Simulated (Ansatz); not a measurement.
# NiAs-type HfC

Method: PBE, scalar-relativistic; no spin polarisation; PAW, 420 eV, 12×12×6 k-mesh, Gaussian smearing of 0.05 eV; code Ansatz. The datasets are Ansatz's generated set soft_2.

```
CELL_PARAMETERS angstrom
3.26579 0.00000 0.00000
-1.63290 2.82826 0.00000
0.00000 0.00000 5.76631
ATOMIC_POSITIONS crystal
Hf 0.00000 0.00000 0.00000
Hf 0.00000 0.00000 0.50000
C 0.33333 0.66667 0.25000
C 0.66667 0.33333 0.75000
```

The start was a prototype's sites filled with these elements, not a measured cell.

The cell above was scaled in volume, and shape and atoms were relaxed at each volume within its symmetry. Energies are counted from the cell above.

Cell and atoms are those of this level's equilibrium.

| V (Å³/atom) | ΔE (meV/atom) | P from the stress (GPa) |
| --- | --- | --- |
| 12.583 | 28.90 | 13.24 |
| 12.783 | 14.91 | 9.26 |
| 13.049 | 3.62 | 4.41 |
| 13.315 | 0.00 | 0.02 |
| 13.581 | 3.34 | -3.95 |
| 13.848 | 12.96 | -7.55 |
| 14.247 | 37.89 | -12.31 |
| 14.647 | 73.82 | -16.40 |

Do the energies and the pressures agree? Compare −ΔE/ΔV between neighbouring points (1 meV/Å³ = 0.1602 GPa) with the mean of their pressures.

```tsv
interval (Å³/atom)	−ΔE/ΔV (GPa)	mean P (GPa)
12.58 to 12.78	11.2	11.3
12.78 to 13.05	6.8	6.8
13.05 to 13.32	2.2	2.2
13.32 to 13.58	-2.0	-2.0
13.58 to 13.85	-5.8	-5.8
13.85 to 14.25	-10.0	-9.9
14.25 to 14.65	-14.4	-14.4
```
They differ by 0.07 GPa at most.

What do the two routes give for V0, B0 and B0′?

A third-order Birch–Murnaghan fit of the energies: V0 = 13.32 Å³/atom, B0 = 209 GPa, B0′ = 4.0. A polynomial of P in ln V, with B = −dP/d ln V at P = 0: V0 = 13.32 Å³/atom, B0 = 209 GPa, B0′ = 4.0.

B0·V0 = 208.7 GPa × 13.32 Å³ = 17.35 eV/atom sets the scale: near the minimum ΔE ≈ ½ B0 V0 x², with x = V/V0 − 1, and a pressure of 2.1 GPa squeezes the volume by about 1 %. At the ends of the curve: x = −5.5 % predicts 26.3 meV/atom and the run gives 28.9; x = +10.0 % predicts 86.6 meV/atom and the run gives 73.8. The lopsidedness is anharmonic: atoms resist being pushed together more than being pulled apart.

No spin–orbit coupling, a notable omission for heavy elements. The run is a metal.
